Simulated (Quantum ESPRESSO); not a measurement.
Crystal: TaN.

```
Ta N
1.0
     0.00000    2.21132    2.21132
     2.21132    0.00000    2.21132
     2.21132    2.21132    0.00000
Ta N
1 1
Cartesian
  2.2113 2.2113 2.2113
  0.0000 0.0000 0.0000
```

The cell comes from a database or a generator and needn't be the stable form of this composition.

| Item | Value |
| --- | --- |
| Program | Quantum ESPRESSO 7.5 |
| Task | Hubbard U by linear response |
| Functional | PBE |
| Potentials or basis | PseudoDojo 0.4.1 SR PBE standard |
| Cutoff | 1143 eV |
| Density cutoff | 4572 eV |
| k mesh | 8 × 8 × 8 |
| Occupations | cold, width 0.2 eV |
| Spin | no spin polarisation |
| Hubbard terms | Ta d U = 0.0001 eV |
| Start of the occupations | default |
| Hubbard projectors | atomic |
| Mixing beta | 0.3 |
| Most SCF iterations | 120 |
| SCF threshold | 4e-10 Ry |
| q mesh | 3 × 3 × 3 |

Q: What Hubbard parameters does linear response give?

A: U = 2.90 eV on Ta 5d. The values belong to these projectors, potentials and this ground state, and don't carry over to other codes.

Hubbard U from linear response:
```
site  manifold  U (eV)
   1     Ta-5d    2.90
```
On the first site the bare response is -0.685 and the screened one -0.229 eV⁻¹.

Eigenvalues of the final occupation matrices:
| site | spin | trace | eigenvalues |
| --- | --- | --- | --- |
| Ta 1 5d | each | 2.99 | 0.58 0.58 0.61 0.61 0.61 |

Caveat: U without spin polarisation on a metal has little footing.
